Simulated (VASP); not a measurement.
# InSe (P6_3/mmc) in VASP: notebook

The runs below take InSe through relaxation of cell and atoms, with PBE, PBEsol.

Program: VASP 6.6.1. These are calculated values, not measurements. Logs are shortened: lines on timing, memory, paths and dates and some standing lists are left out, and cuts for length are marked.

### Step 1. Starting point

It takes space group P6_3/mmc (No. 194, hexagonal). Conventional cell: a = 4.086 Å, b = 4.086 Å, c = 18.271 Å, α = 90.00°, β = 90.00°, γ = 120.00°. Around In (site symmetry 3m) lie 3 Se at 2.68 Å and 1 In at 2.83 Å. Se (site symmetry 3m) is surrounded by 3 In at 2.68 Å.

### Step 2. Relaxation of cell and atoms, PBE

INCAR reads:

```
PREC = Accurate
ENCUT = 600
EDIFF = 1E-7
ISMEAR = 0
SIGMA = 0.03
LREAL = F
LASPH = T
NELM = 80
ALGO = Normal
ISIF = 3
LWAVE = F
LCHARG = F
GGA = PE
IBRION = 2
NSW = 90
EDIFFG = -0.005
KPAR = 2
```

KPOINTS reads:

```
regular mesh
0
Gamma
  9 9 2
```

POSCAR reads:

```
InSe                                    
1.0
    4.0863665632     -0.0000000000      0.0000000000
   -2.0431832816      3.5388972529     -0.0000000000
   -0.0000000000     -0.0000000000     18.2712426747
  In              Se            
     4     4
Direct
     0.3333333332999970    0.6666666667000030    0.1726826021383355
     0.6666666667000030    0.3333333332999970    0.6726826021383358
     0.3333333332999970    0.6666666667000030    0.3273173978616645
     0.6666666667000030    0.3333333332999970    0.8273173978616644
     0.3333333332999970    0.6666666667000030    0.6028287400202718
     0.6666666667000030    0.3333333332999970    0.1028287400202717
     0.3333333332999970    0.6666666667000030    0.8971712599797282
     0.6666666667000030    0.3333333332999970    0.3971712599797283
```

Potentials or basis: VASP PAW PBE potentials, release 64 (In_d, Se).

Started as:

```bash
> cat potpaw_PBE.64/In_d/POTCAR potpaw_PBE.64/Se/POTCAR > POTCAR
> mpirun -np 2 vasp_std > vasp.out
```

OUTCAR:

```text
PREC = Accurate
   ENCUT = 600
   EDIFF = 1E-7
   ISMEAR = 0
   LREAL = F
   LASPH = T
   NELM = 80
   ISIF = 3
   GGA = PE
   IBRION = 2
   NSW = 90
   EDIFFG = -0.005

 ion  position               nearest neighbor table
   1  0.333  0.667  0.173-   6 2.68   6 2.68   6 2.68   3 2.83
   2  0.667  0.333  0.673-   5 2.68   5 2.68   5 2.68   4 2.83
   3  0.333  0.667  0.327-   8 2.68   8 2.68   8 2.68   1 2.83
   4  0.667  0.333  0.827-   7 2.68   7 2.68   7 2.68   2 2.83
   5  0.333  0.667  0.603-   2 2.68   2 2.68   2 2.68
   6  0.667  0.333  0.103-   1 2.68   1 2.68   1 2.68
   7  0.333  0.667  0.897-   4 2.68   4 2.68   4 2.68
   8  0.667  0.333  0.397-   3 2.68   3 2.68   3 2.68

  LATTYP: Found a hexagonal cell.
 ALAT       =     4.0863665632
 C/A-ratio  =     4.4712686422

  Lattice vectors:

 A1 = (   4.0863665632,   0.0000000000,   0.0000000000)
 A2 = (  -2.0431832816,   3.5388972529,   0.0000000000)
 A3 = (   0.0000000000,   0.0000000000,  18.2712426747)

Analysis of symmetry for initial positions (statically):
=====================================================================
 Subroutine PRICEL returns:
 Original cell was already a primitive cell.

 Routine SETGRP: Setting up the symmetry group for a
 hexagonal supercell.

 Subroutine GETGRP returns: Found 24 space group operations
 (whereof 12 operations were pure point group operations)
 out of a pool of 24 trial point group operations.

The static configuration has the point symmetry D_3d.
 The point group associated with its full space group is D_6h.

Analysis of symmetry for dynamics (positions and initial velocities):
=====================================================================
 Subroutine PRICEL returns:
 Original cell was already a primitive cell.

 Routine SETGRP: Setting up the symmetry group for a
 hexagonal supercell.

 Subroutine GETGRP returns: Found 24 space group operations
 (whereof 12 operations were pure point group operations)
 out of a pool of 24 trial point group operations.

The dynamic configuration has the point symmetry D_3d.
 The point group associated with its full space group is D_6h.

 Subroutine INISYM returns: Found 24 space group operations
 (whereof 12 operations are pure point group operations),
 and found     1 'primitive' translations

----------------------------------------------------------------------------------------

                                     Primitive cell

  volume of cell :     264.2247

  direct lattice vectors                    reciprocal lattice vectors
     4.086366563  0.000000000  0.000000000     0.244716176  0.141286950  0.000000000
    -2.043183282  3.538897253  0.000000000     0.000000000  0.282573900  0.000000000
     0.000000000  0.000000000 18.271242675     0.000000000  0.000000000  0.054730815

  length of vectors
     4.086366563  4.086366563 18.271242675     0.282573900  0.282573900  0.054730815

  position of ions in fractional coordinates (direct lattice)
     0.333333333  0.666666667  0.172682602
     0.666666667  0.333333333  0.672682602
     0.333333333  0.666666667  0.327317398
     0.666666667  0.333333333  0.827317398
     0.333333333  0.666666667  0.602828740
     0.666666667  0.333333333  0.102828740
     0.333333333  0.666666667  0.897171260
     0.666666667  0.333333333  0.397171260

  ion indices of the primitive-cell ions
   primitive index   ion index
                 1           1
                 2           2
                 3           3
                 4           4
                 5           5
                 6           6
                 7           7
                 8           8

----------------------------------------------------------------------------------------

 KPOINTS: regular mesh

Automatic generation of k-mesh.
 Grid dimensions read from file:
 generate k-points for:    9    9    2

 Generating k-lattice:

  Cartesian coordinates                     Fractional coordinates (reciprocal lattice)
     0.027190686  0.015698550  0.000000000     0.111111111  0.000000000  0.000000000
     0.000000000  0.031397100  0.000000000     0.000000000  0.111111111  0.000000000
     0.000000000  0.000000000  0.027365407     0.000000000  0.000000000  0.500000000

  Length of vectors
     0.031397100  0.031397100  0.027365407

  Shift w.r.t. Gamma in fractional coordinates (k-lattice)
     0.000000000  0.000000000  0.000000000

 Subroutine IBZKPT returns following result:
 ===========================================

 Found     24 irreducible k-points:

 Following reciprocal coordinates:
            Coordinates               Weight
  0.000000  0.000000  0.000000      1.000000
  0.111111  0.000000  0.000000      6.000000
  0.222222  0.000000  0.000000      6.000000
  0.333333  0.000000  0.000000      6.000000
  0.444444  0.000000  0.000000      6.000000
  0.111111  0.111111  0.000000      6.000000
[... 16 lines left out ...]
  0.333333  0.222222  0.500000     12.000000
  0.333333  0.333333  0.500000      2.000000
   k-points           NKPTS =     24   k-points in BZ     NKDIM =     24   number of bands    NBANDS=     45
   number of dos      NEDOS =    301   number of ions     NIONS =      8
   total plane-waves  NPLWV = 194400
   dimension x,y,z NGX =    36 NGY =   36 NGZ =  150
   dimension x,y,z NGXF=    72 NGYF=   72 NGZF=  300
   ions per type =               4   4
   NGX,Y,Z   is equivalent  to a cutoff of  14.65, 14.65, 13.65 a.u.
   NGXF,Y,Z  is equivalent  to a cutoff of  29.29, 29.29, 27.30 a.u.
 SYSTEM =  unknown system
   PREC   = accura    normal or accurate (medium, high low for compatibility)
   ISTART =      0    job   : 0-new  1-cont  2-samecut
   ICHARG =      2    charge: 1-file 2-atom 10-const
   ISPIN  =      1    spin polarized calculation?
   LNONCOLLINEAR =      F non collinear calculations
   LSORBIT =      F    spin-orbit coupling
   LASPH  =      T    aspherical Exc in radial PAW
   ENCUT  =  600.0 eV  44.10 Ry    6.64 a.u.   8.16  8.16 36.49*2*pi/ulx,y,z
   NELM   =     80;   NELMIN=  2; NELMDL= -5     # of ELM steps
   EDIFF  = 0.1E-06   stopping-criterion for ELM
   LREAL  =      F    real-space projection
   EDIFFG = -.5E-02   stopping-criterion for IOM
   NSW    =     90    number of steps for IOM
   IBRION =      2    ionic relax: 0-MD 1-quasi-New 2-CG
   NFREE  =      1    steps in history (QN), initial steepest desc. (CG)
   ISIF   =      3    stress and relaxation
   ISYM   =      2    0-nonsym 1-usesym 2-fastsym
   POTIM  = 0.5000    time-step for ionic-motion
   TEBEG  =    0.0;   TEEND  =   0.0 temperature during run
   PSTRESS=    0.0 pullay stress
   NELECT =      76.0000    total number of electrons
   NUPDOWN=      -1.0000    fix difference up-down
   EMIN   =  10.00;   EMAX   =-10.00  energy-range for DOS
   EFERMI =   0.00;   METHOD = LEGACY
   ISMEAR =     0;   SIGMA  =   0.03  broadening in eV -4-tet -1-fermi 0-gaus
   EFERMI_NEDOS =   21; number of points for ismear=-14 and -15
   IALGO  =     38    algorithm
   IMIX   =      4    mixing-type and parameters
     AMIX     =   0.40;   BMIX     =  1.00
     AMIX_MAG =   1.60;   BMIX_MAG =  1.00
  volume/ion in A,a.u.               =      33.03       222.88
  Fermi-wavevector in a.u.,A,eV,Ry     =   1.080658  2.042147 15.889177  1.167822
  Thomas-Fermi vector in A             =   2.216655
   LORBIT       =      0    0 simple, 1 ext, 2 COOP (PROOUT), +10 PAW based schemes
   GGA     = PE    functional components
   LHFCALC =     F    Hartree Fock is set to
   AEXX    =    0.0000 exact exchange contribution
   IVDW    =     0    specifies the selected vdW correction
   LEPSILON=     F    determine dielectric tensor
   LRPA    =     F    only Hartree local field effects (RPA)
 conjugate gradient relaxation of ions
 non-spin polarized calculation
 Gauss-broadening in eV      SIGMA  =   0.03
  energy-cutoff  :      600.00
  volume of cell :      264.22
 maximum number of plane-waves:      8851
 NGX is ok and might be reduce to    36
   NGX = 17   NGY = 17   NGZ = 73

--------------------------------------- Ionic step        1  -------------------------------------------

 number of electron      75.9999993 magnetization

 Free energy of the ion-electron system (eV)
  ---------------------------------------------------
  ext. energy  EPLUGINS =         0.00000000
  ---------------------------------------------------
  free energy    TOTEN  =       -28.44887998 eV

  energy without entropy =      -28.44887998  energy(sigma->0) =      -28.44887998

------------------------ aborting loop because EDIFF is reached ----------------------------------------

  FORCE on cell =-STRESS in cart. coord.  units (eV):
  Direction    XX          YY          ZZ          XY          YZ          ZX
  --------------------------------------------------------------------------------------
  -------------------------------------------------------------------------------------
  Total        0.0629359      0.0629359      0.0536465     -0.0000000      0.0000000      0.0000000
  in kB        0.3816239      0.3816239      0.3252962     -0.0000000      0.0000000      0.0000000
  external PRESSURE =       0.3628480 kB  Pullay stress =       0.0000000 kB
[... 107 lines left out ...]
  FREE ENERGIE OF THE ION-ELECTRON SYSTEM (eV)
  ---------------------------------------------------
  free  energy   TOTEN  =       -28.4489480194 eV

  energy  without entropy=      -28.4489480194  energy(sigma->0) =      -28.44894802

[... ionic steps 4 to 23 ...]

--------------------------------------- Ionic step       24  -------------------------------------------

 number of electron      75.9999998 magnetization

------------------------ aborting loop because EDIFF is reached ----------------------------------------

  FORCE on cell =-STRESS in cart. coord.  units (eV):
  Direction    XX          YY          ZZ          XY          YZ          ZX
  --------------------------------------------------------------------------------------
  -------------------------------------------------------------------------------------
  Total       -0.0466184     -0.0466184     -0.0884283     -0.0000000     -0.0000000      0.0000000
  in kB       -0.2775397     -0.2775397     -0.5264520     -0.0000000     -0.0000000      0.0000000
  external PRESSURE =      -0.3605105 kB  Pullay stress =       0.0000000 kB
[... 69 lines left out ...]
  energy  without entropy=      -28.4499829891  energy(sigma->0) =      -28.44998299

--------------------------------------- Ionic step       26  -------------------------------------------

 number of electron      75.9999998 magnetization

 Free energy of the ion-electron system (eV)
  ---------------------------------------------------
  ext. energy  EPLUGINS =         0.00000000
  ---------------------------------------------------
  free energy    TOTEN  =       -28.45001452 eV

  energy without entropy =      -28.45001452  energy(sigma->0) =      -28.45001452

 E-fermi :   2.6882     XC(G=0):  -8.1777

 val. band max:        2.5496063136   @ k =   0.0000   0.0000   0.0000
 cond. band min:       3.2832729178   @ k =   0.0000   0.0000   0.0000
 fundamental gap:      0.7336666042
 Fermi energy:         2.6881998335

 k-point     1 :       0.0000    0.0000    0.0000
  band No.  band energies     occupation
      1     -11.8435      2.00000
      2     -11.8435      2.00000
      3     -11.6739      2.00000
      4     -11.6739      2.00000
      5     -11.6739      2.00000
      6     -11.6739      2.00000
[... 1176 lines left out ...]
  FREE ENERGIE OF THE ION-ELECTRON SYSTEM (eV)
  ---------------------------------------------------
  free  energy   TOTEN  =       -28.4500145171 eV

  energy  without entropy=      -28.4500145171  energy(sigma->0) =      -28.45001452

 reached required accuracy - stopping structural energy minimisation
```

Run time: 42 min. Hardware: 2 MPI ranks of Intel Xeon Platinum 8375C at 2.90GHz (Ice Lake), shared host; peak memory 0.66 GiB.

Results:

| Property | Result |
| --- | --- |
| Free energy | -28.4500 eV |
| Relaxed volume | 33.57 Å³/atom |
| Relaxed cell | a = 4.089 Å, b = 4.089 Å, c = 18.550 Å, α = 90.00°, β = 90.00°, γ = 120.00° |
| Space group after relaxing (to 0.05 Å) | P6_3/mmc (No. 194) |
| Energy gained by relaxing | 0.1 meV/atom |
| Ionic steps | 26 |
| Pressure after relaxing | 0.0 GPa |
| Largest force after relaxing | 0.004 eV/Å |
| Band gap on the k mesh | 0.73 eV, direct |

Forces in eV/Å, atoms in the order of the input:
```
In   0.000  0.000  0.004
In   0.000  0.000  0.004
In   0.000  0.000 -0.004
In   0.000  0.000 -0.004
Se   0.000  0.000  0.001
Se   0.000  0.000  0.001
Se   0.000  0.000 -0.001
Se   0.000  0.000 -0.001
```

Step by step:
| step | energy change (eV) | largest force (eV/Å) | pressure (GPa) | volume (Å³) |
| --- | --- | --- | --- | --- |
| 1 | 0.0000 | 0.0096 | 0.04 | 264.22 |
| 2 | -0.0001 | 0.0128 | 0.01 | 264.51 |
| 3 | -0.0001 | 0.0149 | -0.02 | 264.70 |
| 4 | -0.0001 | 0.0088 | -0.01 | 264.77 |
| 5 | -0.0001 | 0.0115 | 0.00 | 264.80 |
| 6 | -0.0001 | 0.0194 | 0.00 | 264.86 |
| 7 | -0.0001 | 0.0147 | 0.00 | 264.82 |
| 8 | -0.0002 | 0.0088 | 0.01 | 264.85 |
| 9 | -0.0002 | 0.0042 | 0.01 | 264.87 |
| 10 | -0.0002 | 0.0049 | 0.02 | 264.91 |
| 11 | -0.0002 | 0.0011 | 0.01 | 264.89 |
| 12 | -0.0002 | 0.0019 | 0.01 | 264.95 |
| 13 | -0.0003 | 0.0040 | 0.01 | 265.13 |
| 14 | -0.0005 | 0.0095 | 0.01 | 265.48 |
| 15 | -0.0007 | 0.0208 | -0.01 | 266.19 |
| 16 | -0.0005 | 0.0444 | -0.03 | 267.61 |
| 17 | -0.0007 | 0.0278 | -0.02 | 266.62 |
| 18 | -0.0008 | 0.0245 | -0.01 | 266.68 |
| 19 | -0.0008 | 0.0138 | 0.02 | 266.86 |
| 20 | -0.0009 | 0.0071 | 0.06 | 267.23 |
| 21 | -0.0009 | 0.0064 | 0.04 | 267.07 |
| 22 | -0.0009 | 0.0057 | 0.03 | 267.27 |
| 23 | -0.0011 | 0.0051 | 0.01 | 267.89 |
| 24 | -0.0011 | 0.0164 | -0.04 | 269.12 |
| 25 | -0.0011 | 0.0110 | -0.01 | 268.50 |
| 26 | -0.0011 | 0.0037 | -0.01 | 268.54 |

Final structure:
```
In Se
1.0
     4.08855    0.00000    0.00000
    -2.04427    3.54079    0.00000
     0.00000    0.00000   18.55020
In Se
4 4
Cartesian
  0.0000 2.3605 3.2242
  2.0443 1.1803 12.4993
  0.0000 2.3605 6.0509
  2.0443 1.1803 15.3260
  0.0000 2.3605 11.2248
  2.0443 1.1803 1.9497
  0.0000 2.3605 16.6005
  2.0443 1.1803 7.3254
```

Caveat: spin-orbit coupling is left out, which moves the levels of the heavy elements; an odd mesh through Γ misses points on the zone boundary, where band edges often lie; this functional lacks dispersion, which binds the layers, so the pressure and a relaxed spacing across them are unreliable.

### Step 3. Relaxation of cell and atoms, PBEsol

This run uses another cell than the first one, of 30.06 Å³/atom, 0.910 times its volume.

INCAR reads:

```
PREC = Accurate
ENCUT = 600
EDIFF = 1E-6
ISMEAR = 0
SIGMA = 0.03
LREAL = False
LASPH = True
NELM = 80
ALGO = Normal
ISIF = 3
LWAVE = False
LCHARG = False
GGA = PS
IBRION = 2
NSW = 90
EDIFFG = -0.01
KPAR = 2
```

KPOINTS is that of step 2.

POSCAR reads:

```
InSe
1.0
    4.0500000000      0.0000000000      0.0000000000
   -2.0250000000      3.5074028853      0.0000000000
    0.0000000000      0.0000000000     16.9300000000
In Se
4 4
Direct
    0.3333333333      0.6666666667      0.1570000000
    0.6666666667      0.3333333333      0.6570000000
    0.3333333333      0.6666666667      0.3430000000
    0.6666666667      0.3333333333      0.8430000000
    0.3333333333      0.6666666667      0.6020000000
    0.6666666667      0.3333333333      0.1020000000
    0.3333333333      0.6666666667      0.8980000000
    0.6666666667      0.3333333333      0.3980000000
```

Potentials or basis: VASP PAW PBE potentials, release 64 (In_d, Se).

Started as:

```bash
> cat potpaw_PBE.64/In_d/POTCAR potpaw_PBE.64/Se/POTCAR > POTCAR
> mpirun -np 2 vasp_std > vasp.out
```

Run time: 25 min. Hardware: 2 MPI ranks of AMD EPYC 7R13 (Zen 3), shared host; peak memory 0.54 GiB.

Results (log left out):

```
Free energy                            : -31.1969 eV
Relaxed volume                         : 29.63 Å³/atom
Relaxed cell                           : a = 4.007 Å, b = 4.007 Å, c = 17.047 Å, α = 90.00°, β = 90.00°, γ = 120.00°
Space group after relaxing (to 0.05 Å) : P6_3/mmc (No. 194)
Energy gained by relaxing              : 210.8 meV/atom
Ionic steps                            : 12
Pressure after relaxing                : 0.0 GPa
Largest force after relaxing           : 0.009 eV/Å
Band gap on the k mesh                 : 0.44 eV, direct
```

Forces in eV/Å, atoms in the order of the input:
```
In   0.000  0.000  0.001
In   0.000  0.000  0.001
In   0.000  0.000 -0.001
In   0.000  0.000 -0.001
Se   0.000  0.000 -0.009
Se   0.000  0.000 -0.009
Se   0.000  0.000  0.009
Se   0.000  0.000  0.009
```

Step by step:
```csv
step,energy change (eV),largest force (eV/Å),pressure (GPa),volume (Å³)
1,0.0000,2.7589,5.15,240.49
2,-0.9796,0.2448,-4.31,275.28
3,-1.1802,0.8728,-2.32,263.96
4,-1.4829,0.3040,-1.29,251.18
5,-1.5395,0.2275,-0.37,243.60
6,-1.6415,0.2735,0.52,237.56
7,-1.6557,0.3114,1.16,233.98
8,-1.6754,0.1490,-0.53,238.54
9,-1.6854,0.0600,0.06,236.89
10,-1.6854,0.0633,0.08,236.83
11,-1.6862,0.0192,0.00,237.11
12,-1.6862,0.0087,0.01,237.04
```

Final structure:
```xyz
8
Lattice="4.0071 0.0000 0.0000 -2.0035 3.4702 0.0000 0.0000 0.0000 17.0470" Properties=species:S:1:pos:R:3 pbc="T T T"
In    0.0000    2.3135    2.8739
In    2.0035    1.1567   11.3974
In    0.0000    2.3135    5.6496
In    2.0035    1.1567   14.1731
Se    0.0000    2.3135   10.1172
Se    2.0035    1.1567    1.5936
Se    0.0000    2.3135   15.4534
Se    2.0035    1.1567    6.9299
```

Levels at points of the mesh, in eV from the valence-band top:
| k point | band 34 | band 35 | band 36 | band 37 | band 38 | band 39 | band 40 | band 41 | band 42 | band 43 |
| --- | --- | --- | --- | --- | --- | --- | --- | --- | --- | --- |
| (0.00, 0.00, 0.00) | -1.12 | -1.12 | -1.04 | -1.04 | 0.00 | 0.44 | 1.66 | 2.11 | 2.11 | 4.29 |
| (0.00, 0.00, 0.50) | -1.07 | -1.07 | -1.07 | -0.86 | -0.86 | 1.21 | 1.21 | 2.12 | 2.12 | 4.34 |

Caveat: the PAW data sets were made with another functional, which shifts forces and pressure a little; spin-orbit coupling is left out, which moves the levels of the heavy elements; this functional lacks dispersion, which binds the layers, so the pressure and a relaxed spacing across them are unreliable.

(Part 1 of 2 ends here.)
